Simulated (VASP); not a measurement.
# Si in VASP: work function with PBEsol

Aim: the work function of Si with PBEsol.

Everything below comes from runs of VASP 6.6.1. Logs are shortened: lines on timing, memory, paths and dates and some standing lists are left out, and cuts for length are marked.

## (1) The structure

The cell holds a slab with vacuum, 8 atoms: a = 7.675 Å, b = 3.838 Å, c = 20.270 Å, α = 90.00°, β = 90.00°, γ = 90.00°.

The slab is cut from a database's or a generator's crystal, which needn't be the stable form of the element.

## (2) Work function, PBEsol

File INCAR:

```
SYSTEM = Si
PREC = Accurate ; ENCUT = 520
EDIFF = 1E-7 ; ISMEAR = 0
SIGMA = 0.05 ; LREAL = .FALSE.
LASPH = .TRUE. ; NELM = 80
ALGO = Normal ; ISIF = 2
LWAVE = .FALSE. ; LCHARG = .TRUE.
LDIPOL = .TRUE. ; IDIPOL = 3
DIPOL = 0.5 0.5 0.500 ; GGA = PS
LVHAR = .TRUE. ; LVACPOTAV = .TRUE.
KPAR = 8
```

File KPOINTS:

```
regular mesh
0
G
  4 6 1
  0 0 0
```

File POSCAR:

```
Si                                      
1.0
    7.6751067090      0.0000000000      0.0000000000
    0.0000000000      3.8375533540      0.0000000000
    0.0000000000      0.0000000000     20.2703400000
  Si            
     8
Direct
     0.6642343142937472    0.5000000000000000    0.4335615154469179
     0.2600865238931260    0.0000000000000000    0.5283216247712086
     0.9899134761068737    0.0000000000000000    0.4716783752287915
     0.2934659788157388    0.5000000000000000    0.5968165786115142
     0.9565340211842612    0.5000000000000000    0.4031834213884856
     0.7455758952770675    0.0000000000000000    0.5438587186931660
     0.5044241047229326    0.0000000000000000    0.4561412813068337
     0.5857656857062528    0.5000000000000000    0.5664384845530818
```

Potentials or basis: VASP PAW PBE potentials, release 64 (Si).

Command:

```console
$ cat potpaw_PBE.64/Si/POTCAR > POTCAR
$ mpirun -np 8 vasp_std > vasp.out
```

OUTCAR:

```text
SYSTEM = Si
   PREC = Accurate
   ENCUT = 520
   EDIFF = 1E-7
   ISMEAR = 0
   LREAL = .FALSE.
   LASPH = .TRUE.
   NELM = 80
   ISIF = 2
   GGA = PS

 ion  position               nearest neighbor table
   1  0.664  0.500  0.434-   7 2.32   7 2.32   5 2.33   8 2.76   6 3.01   6 3.01
   2  0.260  0.000  0.528-   3 2.37   7 2.38   4 2.38   4 2.38
   3  0.990  0.000  0.472-   2 2.37   6 2.38   5 2.38   5 2.38
   4  0.293  0.500  0.597-   8 2.33   2 2.38   2 2.38
   5  0.957  0.500  0.403-   1 2.33   3 2.38   3 2.38
   6  0.746  0.000  0.544-   8 2.32   8 2.32   3 2.38   7 2.57   1 3.01   1 3.01
   7  0.504  0.000  0.456-   1 2.32   1 2.32   2 2.38   6 2.57   8 3.01   8 3.01
   8  0.586  0.500  0.566-   6 2.32   6 2.32   4 2.33   1 2.76   7 3.01   7 3.01

  LATTYP: Found a simple orthorhombic cell.
 ALAT       =     3.8375533540
 B/A-ratio  =     2.0000000003
 C/A-ratio  =     5.2820998512

  Lattice vectors:

 A1 = (   0.0000000000,  -3.8375533540,   0.0000000000)
 A2 = (   7.6751067090,   0.0000000000,   0.0000000000)
 A3 = (   0.0000000000,   0.0000000000,  20.2703400000)

Analysis of symmetry for initial positions (statically):
=====================================================================
 Subroutine PRICEL returns:
 Original cell was already a primitive cell.

 Routine SETGRP: Setting up the symmetry group for a
 simple orthorhombic supercell.

 Subroutine GETGRP returns: Found  4 space group operations
 (whereof  2 operations were pure point group operations)
 out of a pool of  8 trial point group operations.

The static configuration has the point symmetry C_1h.
 The point group associated with its full space group is C_2h.

Analysis of symmetry for dynamics (positions and initial velocities):
=====================================================================
 Subroutine PRICEL returns:
 Original cell was already a primitive cell.

 Routine SETGRP: Setting up the symmetry group for a
 simple orthorhombic supercell.

 Subroutine GETGRP returns: Found  4 space group operations
 (whereof  2 operations were pure point group operations)
 out of a pool of  8 trial point group operations.

The dynamic configuration has the point symmetry C_1h.
 The point group associated with its full space group is C_2h.

 Subroutine INISYM returns: Found  4 space group operations
 (whereof  2 operations are pure point group operations),
 and found     1 'primitive' translations

----------------------------------------------------------------------------------------

                                     Primitive cell

  volume of cell :     597.0351

  direct lattice vectors                    reciprocal lattice vectors
     7.675106709  0.000000000  0.000000000     0.130291348  0.000000000  0.000000000
     0.000000000  3.837553354  0.000000000     0.000000000  0.260582696  0.000000000
     0.000000000  0.000000000 20.270340000     0.000000000  0.000000000  0.049333164

  length of vectors
     7.675106709  3.837553354 20.270340000     0.130291348  0.260582696  0.049333164

  position of ions in fractional coordinates (direct lattice)
     0.664234314  0.500000000  0.433561515
     0.260086524  0.000000000  0.528321625
     0.989913476  0.000000000  0.471678375
     0.293465979  0.500000000  0.596816579
     0.956534021  0.500000000  0.403183421
     0.745575895  0.000000000  0.543858719
     0.504424105  0.000000000  0.456141281
     0.585765686  0.500000000  0.566438485

  ion indices of the primitive-cell ions
   primitive index   ion index
                 1           1
                 2           2
                 3           3
                 4           4
                 5           5
                 6           6
                 7           7
                 8           8

----------------------------------------------------------------------------------------

 KPOINTS: regular mesh

Automatic generation of k-mesh.
 Grid dimensions read from file:
 generate k-points for:    4    6    1

 Generating k-lattice:

  Cartesian coordinates                     Fractional coordinates (reciprocal lattice)
     0.032572837  0.000000000  0.000000000     0.250000000  0.000000000  0.000000000
     0.000000000  0.043430449  0.000000000     0.000000000  0.166666667  0.000000000
     0.000000000  0.000000000  0.049333164     0.000000000  0.000000000  1.000000000

  Length of vectors
     0.032572837  0.043430449  0.049333164

  Shift w.r.t. Gamma in fractional coordinates (k-lattice)
     0.000000000  0.000000000  0.000000000

 Subroutine IBZKPT returns following result:
 ===========================================

 Found     12 irreducible k-points:

 Following reciprocal coordinates:
            Coordinates               Weight
  0.000000  0.000000  0.000000      1.000000
  0.250000  0.000000  0.000000      2.000000
  0.500000  0.000000  0.000000      1.000000
  0.000000  0.166667  0.000000      2.000000
  0.250000  0.166667  0.000000      4.000000
  0.500000  0.166667  0.000000      2.000000
  0.000000  0.333333  0.000000      2.000000
  0.250000  0.333333  0.000000      4.000000
  0.500000  0.333333  0.000000      2.000000
  0.000000  0.500000  0.000000      1.000000
  0.250000  0.500000  0.000000      2.000000
  0.500000  0.500000  0.000000      1.000000
   k-points           NKPTS =     12   k-points in BZ     NKDIM =     12   number of bands    NBANDS=     21
   number of dos      NEDOS =    301   number of ions     NIONS =      8
   total plane-waves  NPLWV = 288000
   dimension x,y,z NGX =    60 NGY =   30 NGZ =  160
   dimension x,y,z NGXF=   120 NGYF=   60 NGZF=  320
   ions per type =               8
   NGX,Y,Z   is equivalent  to a cutoff of  13.00, 13.00, 13.12 a.u.
   NGXF,Y,Z  is equivalent  to a cutoff of  25.99, 25.99, 26.24 a.u.
 SYSTEM =  Si
   PREC   = accura    normal or accurate (medium, high low for compatibility)
   ISTART =      0    job   : 0-new  1-cont  2-samecut
   ICHARG =      2    charge: 1-file 2-atom 10-const
   ISPIN  =      1    spin polarized calculation?
   LNONCOLLINEAR =      F non collinear calculations
   LSORBIT =      F    spin-orbit coupling
   LASPH  =      T    aspherical Exc in radial PAW
   ENCUT  =  520.0 eV  38.22 Ry    6.18 a.u.  14.27  7.14 37.69*2*pi/ulx,y,z
   NELM   =     80;   NELMIN=  2; NELMDL= -5     # of ELM steps
   EDIFF  = 0.1E-06   stopping-criterion for ELM
   LREAL  =      F    real-space projection
   EDIFFG = 0.1E-05   stopping-criterion for IOM
   NSW    =      0    number of steps for IOM
   IBRION =     -1    ionic relax: 0-MD 1-quasi-New 2-CG
   NFREE  =      0    steps in history (QN), initial steepest desc. (CG)
   ISIF   =      2    stress and relaxation
   ISYM   =      2    0-nonsym 1-usesym 2-fastsym
   POTIM  = 0.5000    time-step for ionic-motion
   TEBEG  =    0.0;   TEEND  =   0.0 temperature during run
   PSTRESS=    0.0 pullay stress
   NELECT =      32.0000    total number of electrons
   NUPDOWN=      -1.0000    fix difference up-down
   EMIN   =  10.00;   EMAX   =-10.00  energy-range for DOS
   EFERMI =   0.00;   METHOD = LEGACY
   ISMEAR =     0;   SIGMA  =   0.05  broadening in eV -4-tet -1-fermi 0-gaus
   EFERMI_NEDOS =   21; number of points for ismear=-14 and -15
   IALGO  =     38    algorithm
   IMIX   =      4    mixing-type and parameters
     AMIX     =   0.40;   BMIX     =  1.00
     AMIX_MAG =   1.60;   BMIX_MAG =  1.00
  volume/ion in A,a.u.               =      74.63       503.62
  Fermi-wavevector in a.u.,A,eV,Ry     =   0.617246  1.166426  5.183717  0.380992
  Thomas-Fermi vector in A             =   1.675263
   LORBIT       =      0    0 simple, 1 ext, 2 COOP (PROOUT), +10 PAW based schemes
   GGA     = PS    functional components
   LHFCALC =     F    Hartree Fock is set to
   AEXX    =    0.0000 exact exchange contribution
   IVDW    =     0    specifies the selected vdW correction
   LEPSILON=     F    determine dielectric tensor
   LRPA    =     F    only Hartree local field effects (RPA)
 non-spin polarized calculation
 Gauss-broadening in eV      SIGMA  =   0.05
  energy-cutoff  :      520.00
  volume of cell :      597.04
 maximum number of plane-waves:     16154
 NGX is ok and might be reduce to    60
   NGX = 29   NGY = 15   NGZ = 75

 number of electron      32.0000000 magnetization

 dipolmoment           0.000000      0.000000     -0.000000 electrons x Angstroem

 Free energy of the ion-electron system (eV)
  ---------------------------------------------------
  ext. energy  EPLUGINS =         0.00000000
  ---------------------------------------------------
  free energy    TOTEN  =       -41.20924476 eV

  energy without entropy =      -41.20506644  energy(sigma->0) =      -41.20715560

 E-fermi :  -2.1133     XC(G=0):  -3.2390

 val. band max:       -2.1594438280   @ k =   0.2500   0.1667   0.0000
 cond. band min:      -2.0664519304   @ k =   0.2500   0.5000   0.0000
 fundamental gap:      0.0929918976
 Fermi energy:        -2.1132760127

 k-point     1 :       0.0000    0.0000    0.0000
  band No.  band energies     occupation
      1     -14.2658      2.00000
      2     -11.9277      2.00000
      3     -11.5679      2.00000
      4     -10.6890      2.00000
      5      -8.6033      2.00000
      6      -7.5840      2.00000
[... 13 lines left out ...]
     20      -0.1323      0.00000
     21       0.1863      0.00000

 k-point     2 :       0.2500    0.0000    0.0000
  band No.  band energies     occupation
      1     -14.2145      2.00000
      2     -12.3809      2.00000
      3     -11.1475      2.00000
      4     -10.6411      2.00000
      5      -8.4814      2.00000
      6      -7.3351      2.00000
[... 13 lines left out ...]
     20      -0.1122      0.00000
     21       0.4589      0.00000

 k-point     3 :       0.5000    0.0000    0.0000
  band No.  band energies     occupation
      1     -14.1552      2.00000
      2     -12.6418      2.00000
      3     -10.9017      2.00000
      4     -10.6539      2.00000
      5      -7.8713      2.00000
      6      -7.6074      2.00000
[... 13 lines left out ...]
     20       0.3123      0.00000
     21       0.4191      0.00000

 k-point     4 :       0.0000    0.1667    0.0000
  band No.  band energies     occupation
      1     -14.0065      2.00000
      2     -11.6847      2.00000
      3     -11.3267      2.00000
      4     -10.4591      2.00000
      5      -8.8981      2.00000
      6      -7.4118      2.00000
[... 13 lines left out ...]
     20       0.3412      0.00000
     21       0.7364      0.00000

 k-point     5 :       0.2500    0.1667    0.0000
  band No.  band energies     occupation
      1     -13.9541      2.00000
      2     -12.1411      2.00000
      3     -10.9147      2.00000
      4     -10.4042      2.00000
      5      -8.7418      2.00000
      6      -7.3327      2.00000
[... 13 lines left out ...]
     20       0.2459      0.00000
     21       0.6010      0.00000
[... 94 lines left out ...]
     20       0.1027      0.00000
     21       0.4180      0.00000

 k-point    10 :       0.0000    0.5000    0.0000
  band No.  band energies     occupation
      1     -12.1756      2.00000
      2     -11.7652      2.00000
      3     -10.2315      2.00000
      4      -9.8379      2.00000
      5      -9.6203      2.00000
      6      -8.8480      2.00000
[... 13 lines left out ...]
     20       0.6088      0.00000
     21       0.8323      0.00000

 k-point    11 :       0.2500    0.5000    0.0000
  band No.  band energies     occupation
      1     -12.0805      2.00000
      2     -11.7472      2.00000
      3     -10.5901      2.00000
      4     -10.2886      2.00000
      5      -8.7589      2.00000
      6      -8.7184      2.00000
[... 13 lines left out ...]
     20       0.4247      0.00000
     21       0.6068      0.00000

 k-point    12 :       0.5000    0.5000    0.0000
  band No.  band energies     occupation
      1     -11.9466      2.00000
      2     -11.7283      2.00000
      3     -10.9845      2.00000
      4     -10.3441      2.00000
      5      -8.6473      2.00000
      6      -8.2775      2.00000
[... 13 lines left out ...]
     20       0.1676      0.00000
     21       0.3323      0.00000

------------------------ aborting loop because EDIFF is reached ----------------------------------------

 vacuum level on the upper side and lower side of the slab       (xc-potential included)        -0.088        -0.088

  FORCE on cell =-STRESS in cart. coord.  units (eV):
  Direction    XX          YY          ZZ          XY          YZ          ZX
  --------------------------------------------------------------------------------------
  -------------------------------------------------------------------------------------
  Total       -2.7060142      1.4071745     -0.0331987      0.0000000      0.0000000     -0.0083513
  in kB       -7.2617413      3.7762320     -0.0890905      0.0000000      0.0000000     -0.0224112
  external PRESSURE =      -1.1915332 kB  Pullay stress =       0.0000000 kB

 VOLUME and BASIS-vectors are now :
 -----------------------------------------------------------------------------
  energy-cutoff  :      520.00
  volume of cell :      597.04
      direct lattice vectors                 reciprocal lattice vectors
     7.675106709  0.000000000  0.000000000     0.130291348  0.000000000  0.000000000
     0.000000000  3.837553354  0.000000000     0.000000000  0.260582696  0.000000000
     0.000000000  0.000000000 20.270340000     0.000000000  0.000000000  0.049333164

 POSITION                                       TOTAL-FORCE (eV/Angst)
 -----------------------------------------------------------------------------------
      5.09807      1.91878      8.78844        -0.003484      0.000000     -0.000786
      1.99619      0.00000     10.70926         0.007399      0.000000      0.002360
      7.59769      0.00000      9.56108        -0.007399      0.000000     -0.002360
      2.25238      1.91878     12.09767        -0.005395      0.000000     -0.003375
      7.34150      1.91878      8.17267         0.005395      0.000000      0.003375
      5.72237      0.00000     11.02420        -0.002694      0.000000     -0.007724
      3.87151      0.00000      9.24614         0.002694      0.000000      0.007724
      4.49581      1.91878     11.48190         0.003484      0.000000      0.000786
 -----------------------------------------------------------------------------------
    total drift:                                0.000000     -0.000000      0.000000

  FREE ENERGIE OF THE ION-ELECTRON SYSTEM (eV)
  ---------------------------------------------------
  free  energy   TOTEN  =       -41.2092447599 eV

  energy  without entropy=      -41.2050664357  energy(sigma->0) =      -41.20715560

 vacuum level on the upper side and lower side of the slab         2.877         2.877
```

Run time: 76 s. Hardware: 8 MPI ranks of Intel Xeon Platinum 8559C (Emerald Rapids), shared host; peak memory 0.62 GiB.

Results:

```
Free energy                     : -41.2092 eV
Largest force                   : 0.008 eV/Å
Band gap on the k mesh          : none (metal or under the smearing width)
Work function of the upper face : 4.99 eV
Work function of the lower face : 4.99 eV
```

Forces in eV/Å, atoms in the order of the input:
```
Si  -0.003  0.000 -0.001
Si   0.007  0.000  0.002
Si  -0.007  0.000 -0.002
Si  -0.005  0.000 -0.003
Si   0.005  0.000  0.003
Si  -0.003  0.000 -0.008
Si   0.003  0.000  0.008
Si   0.003  0.000  0.001
```

Caveat: the PAW data sets were made with another functional, which shifts forces and pressure a little.
